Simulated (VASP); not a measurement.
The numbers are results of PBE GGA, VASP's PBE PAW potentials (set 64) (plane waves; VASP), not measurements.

The input files of a VASP run:

File POSCAR:
```
CsCl
1
    4.2090081579    -0.0000000000     0.0000000000
    0.0000000000     4.2090081579     0.0000000000
   -0.0000000000     0.0000000000     4.2090081579
Cs Cl
1 1
Direct
  0.0000000000   0.0000000000   0.0000000000
  0.5000000000   0.5000000000   0.5000000000
```

INCAR:
```
SYSTEM=CsCl
PREC=Accurate; ENCUT=480; LREAL=.FALSE.
LASPH=.TRUE.
EDIFF=1E-7; NELM=100; ALGO=Normal
LMAXMIX=4
ISMEAR=0; SIGMA=0.05
GGA=PE
ISIF=2
LWAVE=.FALSE.; LCHARG=.FALSE.
```

KPOINTS:
```
Automatic mesh
0
Gamma
6 6 6
0 0 0
```

POTCAR, in this order: Cs_sv Cl (PBE.64 set). Program: vasp_std.

Output

### OSZICAR
```
       N       E                     dE             d eps       ncg     rms          rms(c)
DAV:   1     0.955228879664E+02    0.95523E+02   -0.66570E+03   480   0.108E+03
DAV:   2    -0.669724808727E-01   -0.95590E+02   -0.89573E+02   756   0.180E+02
DAV:   3    -0.690452838180E+01   -0.68376E+01   -0.68168E+01   604   0.559E+01
DAV:   4    -0.697768075287E+01   -0.73152E-01   -0.73135E-01   540   0.713E+00
DAV:   5    -0.697878254221E+01   -0.11018E-02   -0.11017E-02   612   0.867E-01    0.232E+00
DAV:   6    -0.658849603048E+01    0.39029E+00   -0.66738E-01   548   0.453E+00    0.179E+00
DAV:   7    -0.654012705960E+01    0.48369E-01   -0.20105E-01   644   0.248E+00    0.106E+00
DAV:   8    -0.654054129291E+01   -0.41423E-03   -0.16085E-02   568   0.970E-01    0.144E-01
DAV:   9    -0.654109841407E+01   -0.55712E-03   -0.42203E-03   624   0.410E-01    0.125E-01
DAV:  10    -0.654119496733E+01   -0.96553E-04   -0.39907E-04   572   0.154E-01    0.166E-02
DAV:  11    -0.654121062284E+01   -0.15656E-04   -0.33162E-05   612   0.423E-02    0.643E-03
DAV:  12    -0.654121038739E+01    0.23545E-06   -0.97661E-06   584   0.200E-02    0.257E-03
DAV:  13    -0.654121025973E+01    0.12765E-06   -0.37101E-07   588   0.461E-03    0.116E-03
DAV:  14    -0.654121032171E+01   -0.61975E-07   -0.24607E-07   500   0.284E-03
   1 F= -.65412103E+01 E0= -.65412103E+01  d E =-.162304E-14
```

**OUTCAR**
```
------------------------ aborting loop because EDIFF is reached ----------------------------------------
  FORCE on cell =-STRESS in cart. coord.  units (eV):
  Direction    XX          YY          ZZ          XY          YZ          ZX
  --------------------------------------------------------------------------------------
  Total       -0.0120787     -0.0120787     -0.0120787     -0.0000000     -0.0000000      0.0000000
  in kB       -0.2595314     -0.2595314     -0.2595314     -0.0000000     -0.0000000      0.0000000
  external PRESSURE =      -0.2595314 kB  Pullay stress =       0.0000000 kB
  volume of cell :       74.57
      direct lattice vectors                 reciprocal lattice vectors
     4.209008158  0.000000000  0.000000000     0.237585664  0.000000000  0.000000000
     0.000000000  4.209008158  0.000000000     0.000000000  0.237585664  0.000000000
     0.000000000  0.000000000  4.209008158     0.000000000  0.000000000  0.237585664
 POSITION                                       TOTAL-FORCE (eV/Angst)
 -----------------------------------------------------------------------------------
      0.00000      0.00000      0.00000         0.000000      0.000000      0.000000
      2.10450      2.10450      2.10450         0.000000      0.000000      0.000000
 -----------------------------------------------------------------------------------
    total drift:                                0.000000      0.000000      0.000000
  FREE ENERGIE OF THE ION-ELECTRON SYSTEM (eV)
  ---------------------------------------------------
  free  energy   TOTEN  =        -6.5412103217 eV

  energy  without entropy=       -6.5412103217  energy(sigma->0) =       -6.54121032
```
(Selected blocks of OUTCAR.)

The compound is CsCl in the CsCl type structure. It was relaxed first, which changed the volume by +7 %.
